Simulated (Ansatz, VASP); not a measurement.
AlN: VASP beside Ansatz

```
Al N
1.0
     0.00000    2.20159    2.20159
     2.20159    0.00000    2.20159
     2.20159    2.20159    0.00000
Al N
1 1
Direct
  0.00295 0.99705 0.99705
  0.74432 0.75568 0.75568
```

Change from the starting cell: mode 4 (634.6 1/cm) frozen in, largest displacement +0.025 Å.

Alike in both runs: task single point; functional PBE; k mesh 10 × 10 × 10; occupations gaussian, width 0.05 eV; no spin polarisation.

|  | VASP | Ansatz |
| --- | --- | --- |
| version | VASP 6.6.1 | Ansatz 0.2.0 |
| potentials or method | VASP PAW PBE potentials, release 64 (Al, N) | scalar-relativistic, plane waves, PAW |
| plane-wave cutoff (eV) | 520 | 420 |
| valence electrons in the cell | 8 | 8 |

Ansatz gave:

* gap on the k mesh at the Fermi level (eV): 3.21
* least direct gap on the mesh (eV): 3.87
* pressure (GPa): 0.2
* largest component of the traceless stress (GPa): 2.28
* rms of the force components (eV/Å): 0.299

Which values does VASP return?

gap on the k mesh at the Fermi level (eV): 3.21; least direct gap on the mesh (eV): 3.88; pressure (GPa): -0.1; largest component of the traceless stress (GPa): 2.29; rms of the force components (eV/Å): 0.300.

Atom by atom the forces differ by 0.001 eV/Å (rms over components). With one functional, cell and mesh, what is left measures potentials, basis and numerics.

A k mesh can miss the band edges.
